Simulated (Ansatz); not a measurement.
Ansatz input

```yaml
crystal:
  lattice:
    - [4.492110316, 0.0, 0.0]
    - [-2.246055158, 3.8902816502, 0.0]
    - [0.0, 0.0, 14.6712345366]
  atoms:
    - { symbol: Ba, position: [0.0, 1.0, 0.0] }
    - { symbol: Ba, position: [0.0, 1.0, 0.5] }
    - { symbol: Ba, position: [0.3333333333, 0.6666666667, 0.25] }
    - { symbol: Ba, position: [0.6666666667, 0.3333333333, 0.75] }
hamiltonian:
  xc: pbe
  pseudopotentials:
    kind: paw
    azcp:
      Ba: "pseudopotentials/Ba.paw.azcp"
basis:
  ecutwfc: 420
  fft_grid_basis: typed
kpoints:
  mp_grid: { grid: [11, 11, 3], shift: [0, 0, 0] }
magnetization:
  spin_polarized: false
scf:
  occupations: { method: fermi_dirac, width: 0.1 }
```

and its output:

```
Engine: ansatz 0.2.0, x86_64-unknown-linux-gnu
Pseudopotentials: kind: paw
Pseudopotential: Ba, paw, valence charge 10, recommended cutoff 420 eV (normal) 
Functional definition: PBE
  parameter kappa = 0.804
  parameter beta = 0.06672455060314922
  exchange = pbe_x(kappa = kappa, mu = beta*pi^2/3)
  correlation = pbe_c(beta = beta)
Crystal: 4 atoms, lattice volume = 256.388 Å³
Basis set: ecut = 420 eV, 5023 PW (Γ)
Bands: 24, of which v1, the nominal top of the filled ones, is band 20 counted from 1 (19 counted from 0)
Symmetry: 24 space group operations
Space group: P63/mmc (ITA 194), of the structure as read, at distance tolerance 6.4e-5 Å
k-points: 32 of 363
Non-local potential: Ba, projectors of the file, l = 0: 3, l = 1: 2, l = 2: 2, l = 3: 2
PAW form: soft (Blöchl's): semilocal exchange-correlation on the pseudo side does not see the compensation charge
PAW one-centre angular grid: Ba, 194 points (default); XC on 64 Gauss nodes
Initial density: superposition of atomic densities (neutral atoms: chi_scale 0, normalization atom), corrected by the library's trained network
Initial wavefunctions: pseudopotential atomic-orbital guess
Functional: x = pbe(κ = 0.804, μ = 0.2195149727645171), c = pbe(β = 0.06672455060314922)
SCF iter   1: F=—  HF=-23798.206365 eV  |F-HF|=—  |Δ(HF+E_count)|=         —  Δρ=1.15e-3  dr2=6.65e-3  ethr=1.77e-3  ⟨swp⟩=8.8  Hψ=9082  notcnv=0
automatic band count: the SCF goes on with 28 bands, as 24 were too few: the levels above may hold too much charge
SCF iter   2: F=—  HF=-23798.206661 eV  |F-HF|=—  |Δ(HF+E_count)|=   2.97e-4  Δρ=7.67e-4  dr2=3.09e-3  ethr=1.66e-5  ⟨swp⟩=2.2  Hψ=1691  notcnv=0
SCF iter   3: F=—  HF=-23798.206359 eV  |F-HF|=—  |Δ(HF+E_count)|=   3.02e-4  Δρ=1.97e-4  dr2=1.75e-4  ethr=7.72e-6  ⟨swp⟩=1.1  Hψ=898  notcnv=0
SCF iter   4: F=—  HF=-23798.206338 eV  |F-HF|=—  |Δ(HF+E_count)|=   2.07e-5  Δρ=8.28e-5  dr2=1.72e-5  ethr=4.37e-7  ⟨swp⟩=2.5  Hψ=1296  notcnv=0
SCF iter   5: F=—  HF=-23798.206370 eV  |F-HF|=—  |Δ(HF+E_count)|=   3.15e-5  Δρ=8.95e-6  dr2=3.82e-7  ethr=4.30e-8  ⟨swp⟩=2.9  Hψ=1676  notcnv=0
SCF iter   6: F=-23798.206370 eV  HF=-23798.206370 eV  |F-HF|=8.59e-9  |Δ(HF+E_count)|=   1.33e-7  Δρ=2.31e-6  dr2=2.17e-8  ethr=2.50e-10  ⟨swp⟩=3.0  Hψ=2256  notcnv=0
SCF 1 converged in 6 iterations: F = -23798.206370 eV  dr2 = 2.17e-8
SCF converged after 6 iterations
Free energy (F): -23798.206370 eV
Harris-Foulkes:  -23798.206370 eV  (|F-HF|=8.59e-9)
Internal energy: -23797.974021 eV  (E = F + TS)
E sigma→0 (E₀):  -23798.090196 eV
Entropy (-TS):   -0.232349 eV (-58.087 meV/atom)
Fermi energy:    5.742807 eV
--- Per-component energies (eV) ---
  E_band       = -344.779099
  E_kinetic    = 665.407463
  E_local      = -1527.015350  (includes V_loc(G=0)·N_el)
  E_nonlocal   = 228.392307
  E_hartree    = 482.708909
  E_xc         = -665.740438
  E_vxc        = -533.911186  (∫ρ·V_xc dr)
  E_paw        = -20903.306240  (= ΣΔE_a)
  E_vpaw       = -143.068578  (= ΣTr[D̂ρ^β])
  E_aug_tail   = -0.000007  (compensation charges beyond the density's cutoff)
  E_ewald      = -2078.420664
  E_smearing   = -0.232349  (= −TS)
  E_closure    = 0.000000  (closes the sum)
  Σ components = -23798.206370   (vs F -23798.206370, Δ=0.00e0)
```

Command:

```sh
ansatz run input.yaml --threads 1 --pin off --max-ram 3584MiB --backend cpu --events-out ev --progress --plain --runs-dir out
```

On 1 thread of Intel(R) Xeon(R) Platinum 8259CL CPU @ 2.50GHz (Skylake/Cascade Lake) (shared host) this took about 19 s of wall time and 17 s of CPU time.
